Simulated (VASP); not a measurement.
# Tl: intraband terms of a metal's spectrum

Tl, R-3m (no. 166), 3 atoms in the cell. PBE, independent-particle dielectric function; PAW potentials Tl_d (PBE set).

## Input

INCAR.step1:
```
PREC = Accurate ; ENCUT = 280
ISMEAR = 1 ; SIGMA = 0.1
EDIFF = 1E-7 ; LASPH = T
KPAR = 4 ; LWAVE = F
LCHARG = T ; LMAXMIX = 4
```

INCAR.step2:
```
PREC = Accurate ; ENCUT = 280
ISMEAR = 0 ; SIGMA = 0.3
EDIFF = 1E-6 ; LASPH = T
KPAR = 4 ; LWAVE = T
LCHARG = F ; LMAXMIX = 4
ICHARG = 11 ; NBANDS = 42
NEDOS = 3000 ; OMEGAMAX = 30
CSHIFT = 0.1
```

INCAR.step3, as INCAR.step2 but for:
```
- LWAVE = T
+ LWAVE = F
+ LOPTICS = T
+ ALGO = None
+ NELM = 1
+ ISTART = 1
```

INCAR.step4, as INCAR.step3 but for:
```
+ WPLASMAI = 0.03
```

INCAR.step5 to INCAR.step6 change the same tag again: WPLASMAI = 0.1, 0.3.

INCAR.step7, as INCAR.step6 but for:
```
- WPLASMAI = 0.3
+ RTIME = 20
```

INCAR.step8, as INCAR.step7 but for:
```
- RTIME = 20
+ RTIME = 40
```

INCAR.step9, as INCAR.step8 but for:
```
- RTIME = 40
+ LNABLA = T
```

INCAR.step10, as INCAR.step9 but for:
```
- ISMEAR = 0
- LNABLA = T
+ ISMEAR = -5
```

KPOINTS.step1:
```
k-points
0
Gamma
  9 9 9
```

KPOINTS.step2:
```
k-points
0
Gamma
  7 7 7
```

POSCAR:
```
Tl
1.0
    1.7810518452      1.0282907623      8.2404167867
   -1.7810518452      1.0282907623      8.2404167867
    0.0000000000     -2.0565815246      8.2404167867
Tl
3
Direct
    0.7790593400      0.7790593400      0.7790593400
    0.2209406600      0.2209406600      0.2209406600
    0.0000000000      0.0000000000      0.0000000000
```

Commands (each step's output is kept before the next begins):
```
cat potpaw_PBE.64/Tl_d/POTCAR > POTCAR
cp INCAR.step1 INCAR
cp KPOINTS.step1 KPOINTS
mpirun -np 4 vasp_std > vasp.out
cp INCAR.step2 INCAR
cp KPOINTS.step2 KPOINTS
mpirun -np 4 vasp_std > vasp.out
cp INCAR.step3 INCAR
mpirun -np 4 vasp_std > vasp.out
cp INCAR.step4 INCAR
mpirun -np 4 vasp_std > vasp.out
cp INCAR.step5 INCAR
mpirun -np 4 vasp_std > vasp.out
cp INCAR.step6 INCAR
mpirun -np 4 vasp_std > vasp.out
cp INCAR.step7 INCAR
mpirun -np 4 vasp_std > vasp.out
cp INCAR.step8 INCAR
mpirun -np 4 vasp_std > vasp.out
cp INCAR.step9 INCAR
mpirun -np 4 vasp_std > vasp.out
cp INCAR.step10 INCAR
mpirun -np 4 vasp_std > vasp.out
```

## Result

- Bands: 42

One ground state, settings moved in the last step alone:

| Settings | Plasma frequency (eV) | Im ε at 0.5 eV | Im ε at 1 eV | Im ε at 2 eV | Im ε at 4 eV | Time (s) |
|---|---|---|---|---|---|---|
| interband part alone | 6.33 | 39.2 | 39.6 | 16.8 | 3.5 | 22 |
| Drude term, WPLASMAI 0.03 | 6.33 | 48.8 | 40.8 | 17.0 | 3.5 | 24 |
| Drude term, WPLASMAI 0.1 | 6.33 | 70.0 | 43.6 | 17.3 | 3.6 | 25 |
| Drude term, WPLASMAI 0.3 | 6.33 | 109.9 | 50.7 | 18.3 | 3.7 | 24 |
| relaxation time RTIME 20 fs | 6.33 | 49.7 | 41.0 | 17.0 | 3.5 | 23 |
| relaxation time RTIME 40 fs | 6.33 | 44.5 | 40.3 | 16.9 | 3.5 | 27 |
| transversal form (LNABLA) | 6.35 | 39.3 | 39.8 | 16.9 | 3.5 | 24 |
| tetrahedron method | – | – | – | – | – | no result |

Limits: Spin-orbit coupling is left out, which can matter with atoms this heavy.

VASP 6.6.1 took 381 s on 4 cores (AMD EPYC 7R43 (Zen 3)), a shared host.
